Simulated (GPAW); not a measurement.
Here is a GPAW 26.7.0 calculation.

File run.py:

```python
from ase.dft.bandgap import bandgap
from ase.io import read, write
from ase.units import GPa
from gpaw import GPAW, PW

atoms = read('POSCAR')

calc = GPAW(mode=PW(600),
            xc='PBE',
            kpts={'size': (7, 7, 7), 'gamma': True},
            occupations={'name': 'methfessel-paxton', 'order': 0, 'width': 0.05},
            nbands=16,
            convergence={'density': 1e-05, 'energy': 1e-05},
            maxiter=150,
            txt='gpaw.txt')
atoms.calc = calc
energy = atoms.get_potential_energy()
forces = atoms.get_forces()
stress = atoms.get_stress()
calc.write('gs.gpw')
write('result.traj', atoms)
print(f'Energy: {energy:.6f} eV')
print('Forces (eV/A):')
print(forces.round(4))
print('Stress (GPa):', (stress / GPa).round(3))
print('Fermi level:', round(calc.get_fermi_level(), 4), 'eV')
print(f'Gap: {bandgap(calc)[0]:.4f} eV, direct: {bandgap(calc, direct=True)[0]:.4f} eV')
```

The input POSCAR:

```
BaS
1.0
    0.0000000000      3.1937500000      3.1937500000
    3.1937500000      0.0000000000      3.1937500000
    3.1937500000      3.1937500000      0.0000000000
Ba S
1 1
Direct
    0.0000000000      0.0000000000      0.0000000000
    0.5000000000      0.5000000000      0.5000000000
```

Potentials or basis: GPAW PAW data sets (gpaw-data 1.2.1), pw.

The run is started by

```console
$ OMP_NUM_THREADS=1 python run.py
```

(1) Estimate the pressure.

(2) Predict the band gap on the k mesh.

Answers

(1) 1.2 GPa.

(2) 2.19 eV, indirect (least direct gap 2.33 eV).

Caveat: spin-orbit coupling is left out, which moves the levels of the heavy elements; an odd mesh through Γ misses points on the zone boundary, where band edges often lie.

The gap isn't set beside the measured one, since this odd mesh misses points on the zone boundary.
